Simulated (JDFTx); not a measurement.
# MnO (Fm-3m) in JDFTx: settings compared

The runs below take MnO through equation of state, with LDA, PBEsol.

Program: JDFTx 1.7.0 (patched build). These are calculated values, not measurements. Logs are shortened: lines on timing, memory, paths and dates and some standing lists are left out, and cuts for length are marked. The log counts tension as positive stress, the text compression.

## (1) Starting point

It takes space group Fm-3m (No. 225, cubic). Conventional cell: a = 4.448 Å, b = 4.448 Å, c = 4.448 Å, α = 90.00°, β = 90.00°, γ = 90.00°. Around Mn (site symmetry m-3m) lie 6 O at 2.22 Å. O (site symmetry m-3m) is surrounded by 6 Mn at 2.22 Å.

The cell is a database's computed one.

## (2) Equation of state, LDA, collinear spin, ferromagnetic start, 10.34 Å³/atom (volume scaled by 0.94)

Contents of MnO.in:

```
lattice \
    0.0000000000     2.1785090927     2.1785090927 \
    2.1785090927     0.0000000000     2.1785090927 \
    2.1785090927     2.1785090927     0.0000000000
latt-scale 1.889726124626 1.889726124626 1.889726124626
coords-type Lattice
ion Mn     0.0000000000     0.0000000000     0.0000000000 1
ion O      0.5000000000     0.5000000000     0.5000000000 1

ion-species pseudo/Mn.upf
ion-species pseudo/O.upf
elec-cutoff 48 384
elec-ex-corr lda-PW
kpoint-folding 10 10 10
elec-smearing Fermi 0.0018374661
elec-n-bands 19
spintype z-spin
initial-magnetic-moments Mn 4
elec-initial-magnetization 4 no
electronic-SCF nIterations 100 energyDiffThreshold 1e-09
electronic-minimize nIterations 30 energyDiffThreshold 1e-7
forces-output-coords Cartesian

dump-name run.$VAR
dump End Ecomponents EigStats BandEigs Kpoints Forces Stress ElecDensity Dtot
```

Potentials or basis: PseudoDojo-SR-LDA-0.4.1-standard with smoothed tails.

Command:

```sh
jdftx -c 1 -i MnO.in -o MnO.out
```

The program printed:

```text
*************** JDFTx 1.7.0 (patched build) ***************

[... 9 lines left out ...]
---------- Initializing the Grid ----------
R =
[            0      4.11679      4.11679  ]
[      4.11679            0      4.11679  ]
[      4.11679      4.11679            0  ]
unit cell volume = 139.542
G =
[  -0.763118   0.763118   0.763118  ]
[   0.763118  -0.763118   0.763118  ]
[   0.763118   0.763118  -0.763118  ]
Minimum fftbox size, Smin = [  52  52  52  ]
Chosen fftbox size, S = [  54  54  54  ]

---------- Initializing tighter grid for wavefunction operations ----------
R =
[            0      4.11679      4.11679  ]
[      4.11679            0      4.11679  ]
[      4.11679      4.11679            0  ]
unit cell volume = 139.542
G =
[  -0.763118   0.763118   0.763118  ]
[   0.763118  -0.763118   0.763118  ]
[   0.763118   0.763118  -0.763118  ]
Minimum fftbox size, Smin = [  40  40  40  ]
Chosen fftbox size, S = [  40  40  40  ]

---------- Exchange Correlation functional ----------
Initalized Slater LDA exchange.
Initalized Perdew-Wang LDA correlation.

---------- Setting up pseudopotentials ----------
Width of ionic core gaussian charges (only for fluid interactions / plotting) set to 0

Reading pseudopotential file 'pseudo/Mn.upf':
  'Mn' pseudopotential, 'SLA  PW   NOGX NOGC' functional
  Generated using ONCVPSP code by D. R. Hamann
  15 valence electrons, 4 orbitals, 6 projectors, 1001 radial grid points, with lMax = 2
    3S    l: 0   occupation:  2.0   eigenvalue: -3.138661
    3P    l: 1   occupation:  6.0   eigenvalue: -2.002460
    3D    l: 2   occupation:  5.0   eigenvalue: -0.257579
    4S    l: 0   occupation:  2.0   eigenvalue: -0.194140
  Core radius for overlap checks: 1.55 bohrs.

Reading pseudopotential file 'pseudo/O.upf':
  'O' pseudopotential, 'SLA  PW   NOGX NOGC' functional
  Generated using ONCVPSP code by D. R. Hamann
  6 valence electrons, 2 orbitals, 5 projectors, 926 radial grid points, with lMax = 2
    2S    l: 0   occupation:  2.0   eigenvalue: -0.872925
    2P    l: 1   occupation:  4.0   eigenvalue: -0.338004
  Core radius for overlap checks: 1.39 bohrs.

Initialized 2 species with 2 total atoms.

Folded 1 k-points by 10x10x10 to 1000 k-points.

---------- Setting up k-points, bands, fillings ----------
Reduced to 47 k-points under symmetry.
Computing the number of bands and number of electrons
Calculating initial fillings.
nElectrons:  21.000000   nBands: 19   nStates: 94

----- Setting up reduced wavefunction bases (one per k-point) -----
average nbasis = 2216.693 , ideal nbasis = 2216.463

---------- Setting up ewald sum ----------
Optimum gaussian width for ewald sums = 1.869773 bohr.
Real space sum over 1331 unit cells with max indices [  5  5  5  ]
Reciprocal space sum over 2197 terms with max indices [  6  6  6  ]

---------- Allocating electronic variables ----------
Initializing wave functions:  linear combination of atomic orbitals
Note: number of bands (19) exceeds available atomic orbitals (14)
Mn (M=4) pseudo-atom majority spin occupations:   s ( 1 0.5 )  p ( 3 )  d ( 5 )
Mn (M=4) pseudo-atom minority spin occupations:   s ( 1 0 )  p ( 3 )  d ( 1.5 )
O pseudo-atom occupations:   s ( 2 )  p ( 4 )
	FillingsUpdate:  mu: +1.347130521  nElectrons: 21.000000  magneticMoment: [ Abs: 0.34665  Tot: +0.34665 ]
LCAOMinimize: Iter:   0  F: -108.3697310683793944  |grad|_K:  2.355e-02  alpha:  1.000e+00
	FillingsUpdate:  mu: +0.701537232  nElectrons: 21.000000  magneticMoment: [ Abs: 3.09853  Tot: +3.09853 ]
LCAOMinimize: Iter:   1  F: -119.7357179425310676  |grad|_K:  9.875e-03  alpha:  2.638e-01  linmin: -2.174e-01  cgtest:  2.714e-01
	FillingsUpdate:  mu: +0.530697629  nElectrons: 21.000000  magneticMoment: [ Abs: 3.73538  Tot: +3.73538 ]
[... 18 lines of inner loops ...]
LCAOMinimize: Iter:  10  F: -119.9656307972958871  |grad|_K:  2.132e-06  alpha:  4.739e-01  linmin: -8.928e-05  cgtest:  3.966e-03
	FillingsUpdate:  mu: +0.531323341  nElectrons: 21.000000  magneticMoment: [ Abs: 4.38031  Tot: +4.38031 ]
LCAOMinimize: Iter:  11  F: -119.9656308750930265  |grad|_K:  3.288e-07  alpha:  1.009e+00  linmin:  3.656e-04  cgtest: -4.560e-03
LCAOMinimize: Converged (|Delta F|<1.000000e-06 for 2 iters).

-------- Electronic minimization -----------
Will mix electronic density at each iteration.
	FillingsUpdate:  mu: +0.531323341  nElectrons: 21.000000  magneticMoment: [ Abs: 4.38031  Tot: +4.38031 ]
	FillingsUpdate:  mu: +0.528185464  nElectrons: 21.000000  magneticMoment: [ Abs: 4.38031  Tot: +4.38031 ]
SCF: Cycle:  0   F: -119.985917395435663   dF: -2.029e-02   |Residual|: 6.221e-02   |deigs|: 6.988e-02
	FillingsUpdate:  mu: +0.518813185  nElectrons: 21.000000  magneticMoment: [ Abs: 4.34246  Tot: +4.34238 ]
SCF: Cycle:  1   F: -119.987844813054053   dF: -1.927e-03   |Residual|: 2.298e-02   |deigs|: 1.122e-02
	FillingsUpdate:  mu: +0.517476447  nElectrons: 21.000000  magneticMoment: [ Abs: 4.39446  Tot: +4.39434 ]
SCF: Cycle:  2   F: -119.987945747760790   dF: -1.009e-04   |Residual|: 9.095e-03   |deigs|: 2.032e-03
	FillingsUpdate:  mu: +0.518350814  nElectrons: 21.000000  magneticMoment: [ Abs: 4.41664  Tot: +4.41658 ]
SCF: Cycle:  3   F: -119.987947623468543   dF: -1.876e-06   |Residual|: 4.594e-03   |deigs|: 1.100e-03
	FillingsUpdate:  mu: +0.518430746  nElectrons: 21.000000  magneticMoment: [ Abs: 4.42752  Tot: +4.42744 ]
SCF: Cycle:  4   F: -119.987957555209491   dF: -9.932e-06   |Residual|: 2.199e-03   |deigs|: 4.353e-04
	FillingsUpdate:  mu: +0.518506701  nElectrons: 21.000000  magneticMoment: [ Abs: 4.42523  Tot: +4.42516 ]
SCF: Cycle:  5   F: -119.987958239116836   dF: -6.839e-07   |Residual|: 6.626e-04   |deigs|: 1.867e-04
	FillingsUpdate:  mu: +0.518521743  nElectrons: 21.000000  magneticMoment: [ Abs: 4.42254  Tot: +4.42247 ]
SCF: Cycle:  6   F: -119.987958302487371   dF: -6.337e-08   |Residual|: 2.237e-04   |deigs|: 1.363e-04
	FillingsUpdate:  mu: +0.518549093  nElectrons: 21.000000  magneticMoment: [ Abs: 4.42205  Tot: +4.42198 ]
SCF: Cycle:  7   F: -119.987958311258211   dF: -8.771e-09   |Residual|: 9.950e-05   |deigs|: 1.276e-04
	FillingsUpdate:  mu: +0.518548697  nElectrons: 21.000000  magneticMoment: [ Abs: 4.42201  Tot: +4.42194 ]
SCF: Cycle:  8   F: -119.987958312506251   dF: -1.248e-09   |Residual|: 2.170e-05   |deigs|: 1.358e-04
	FillingsUpdate:  mu: +0.518545902  nElectrons: 21.000000  magneticMoment: [ Abs: 4.42204  Tot: +4.42197 ]
SCF: Cycle:  9   F: -119.987958312874767   dF: -3.685e-10   |Residual|: 6.441e-06   |deigs|: 1.231e-04
	FillingsUpdate:  mu: +0.518545987  nElectrons: 21.000000  magneticMoment: [ Abs: 4.42205  Tot: +4.42198 ]
SCF: Cycle: 10   F: -119.987958312926011   dF: -5.124e-11   |Residual|: 2.652e-06   |deigs|: 1.152e-04
SCF: Converged (|Delta E|<1.000000e-09 for 2 iters).

Setting wave functions to eigenvectors of Hamiltonian

# Stress tensor in Cartesian coordinates [Eh/a0^3]:
[  0.000393383            0            0  ]
[            0  0.000393383            0  ]
[            0            0  0.000393383  ]

# Ionic positions in lattice coordinates:
ion Mn   0.000000000000000   0.000000000000000   0.000000000000000 1
ion O   0.500000000000000   0.500000000000000   0.500000000000000 1

# Forces in Cartesian coordinates:
force Mn   0.000000000000000   0.000000000000000  -0.000000000000000 1
force O   0.000000000000000  -0.000000000000000  -0.000000000000000 1

# Energy components:
   Eewald =      -84.5806093929665650
       EH =       30.7271287303204588
     Eloc =      -98.3939958304635525
      Enl =      -10.5258898183461564
      Exc =      -22.3075757717418135
 Exc_core =        5.3202835908689918
       KE =       59.7730743465959833
-------------------------------------
     Etot =     -119.9875841457326544
       TS =        0.0003741671933614
-------------------------------------
        F =     -119.9879583129260112

IonicMinimize: Iter:   0  F: -119.987958312926011  |grad|_K:       -nan
IonicMinimize: None of the convergence criteria satisfied after 0 iterations.

#--- Lowdin population analysis ---
# oxidation-state Mn +1.080
# magnetic-moments Mn +4.179
# oxidation-state O -0.963
# magnetic-moments O +0.236

Dumping 'run.eigStats' ...
	eMin: -2.442949 at state 0 ( [ +0.000000 +0.000000 +0.000000 ] spin 1 )
	HOMO: +0.517864 at state 9 ( [ +0.000000 +0.100000 +0.400000 ] spin 1 )
	mu  : +0.518546
	LUMO: +0.518786 at state 83 ( [ +0.100000 +0.300000 +0.500000 ] spin -1 )
	eMax: +1.496731 at state 70 ( [ +0.000000 +0.300000 +0.400000 ] spin -1 )
	HOMO-LUMO gap: +0.000922
	Optical gap  : +0.020415 at state 34 ( [ +0.100000 +0.200000 -0.400000 ] spin 1 )
Done!
```

Run time: 3 min. Hardware: 1 thread of Intel Xeon Platinum 8375C at 2.90GHz (Ice Lake), shared host; peak memory 0.2 GiB.

Results:

| Property | Result |
| --- | --- |
| Free energy | -3265.0387 eV |
| Pressure | -11.6 GPa |
| Band gap on the k mesh | none (metal or under the smearing width) |
| Net moment | 4.42 μB per cell |
| Absolute moment | 4.42 μB per cell |
| Site moments | Mn +4.18; O +0.24 μB |
| Loewdin charges | Mn +1.08; O -0.96 e |

Caveat: a cell with one magnetic atom can't hold antiferromagnetic order, which such compounds often take; semilocal functionals often make such compounds metallic where correlation or magnetic order opens a gap, which also shifts bond lengths.

## (3) Equation of state, LDA, collinear spin, ferromagnetic start, 10.56 Å³/atom (volume scaled by 0.96)

MnO.in: that of step 2 with these lines changed.

```diff
@@ -1,5 +1,5 @@
 lattice \
-    0.0000000000     2.1785090927     2.1785090927 \
-    2.1785090927     0.0000000000     2.1785090927 \
-    2.1785090927     2.1785090927     0.0000000000
+    0.0000000000     2.1938512115     2.1938512115 \
+    2.1938512115     0.0000000000     2.1938512115 \
+    2.1938512115     2.1938512115     0.0000000000
 latt-scale 1.889726124626 1.889726124626 1.889726124626
@@ -24,2 +24,2 @@
 dump-name run.$VAR
-dump End Ecomponents EigStats BandEigs Kpoints Forces Stress ElecDensity Dtot
+dump End Ecomponents EigStats BandEigs Kpoints Forces Stress
```

Potentials or basis: PseudoDojo-SR-LDA-0.4.1-standard with smoothed tails.

Command:

```sh
jdftx -c 1 -i MnO.in -o MnO.out
```

Run time: 3.8 min. Hardware: 1 thread of Intel Xeon Platinum 8375C at 2.90GHz (Ice Lake), shared host; peak memory 0.21 GiB.

It converged, with:

```
Free energy            : -3265.0049 eV
Pressure               : -13.1 GPa
Band gap on the k mesh : none (metal or under the smearing width)
Net moment             : 4.51 μB per cell
Absolute moment        : 4.51 μB per cell
Site moments           : Mn +4.25; O +0.24 μB
Loewdin charges        : Mn +1.09; O -0.97 e
```

Caveat: a cell with one magnetic atom can't hold antiferromagnetic order, which such compounds often take; semilocal functionals often make such compounds metallic where correlation or magnetic order opens a gap, which also shifts bond lengths.

## (4) Equation of state, LDA, collinear spin, ferromagnetic start, 10.78 Å³/atom (volume scaled by 0.98)

MnO.in: that of step 3 with these lines changed.

```diff
@@ -1,5 +1,5 @@
 lattice \
-    0.0000000000     2.1938512115     2.1938512115 \
-    2.1938512115     0.0000000000     2.1938512115 \
-    2.1938512115     2.1938512115     0.0000000000
+    0.0000000000     2.2089816980     2.2089816980 \
+    2.2089816980     0.0000000000     2.2089816980 \
+    2.2089816980     2.2089816980     0.0000000000
 latt-scale 1.889726124626 1.889726124626 1.889726124626
```

Command:

```sh
jdftx -c 1 -i MnO.in -o MnO.out
```

It took 4.2 min on 1 thread of Intel Xeon Platinum 8375C at 2.90GHz (Ice Lake), shared host; peak memory 0.22 GiB.

It converged, with:

```
Free energy            : -3264.9669 eV
Pressure               : -14.6 GPa
Band gap on the k mesh : none (metal or under the smearing width)
Net moment             : 4.58 μB per cell
Absolute moment        : 4.58 μB per cell
Site moments           : Mn +4.32; O +0.25 μB
Loewdin charges        : Mn +1.10; O -0.98 e
```

Caveat: a cell with one magnetic atom can't hold antiferromagnetic order, which such compounds often take; semilocal functionals often make such compounds metallic where correlation or magnetic order opens a gap, which also shifts bond lengths.

(Continued in part 2 of 2.)
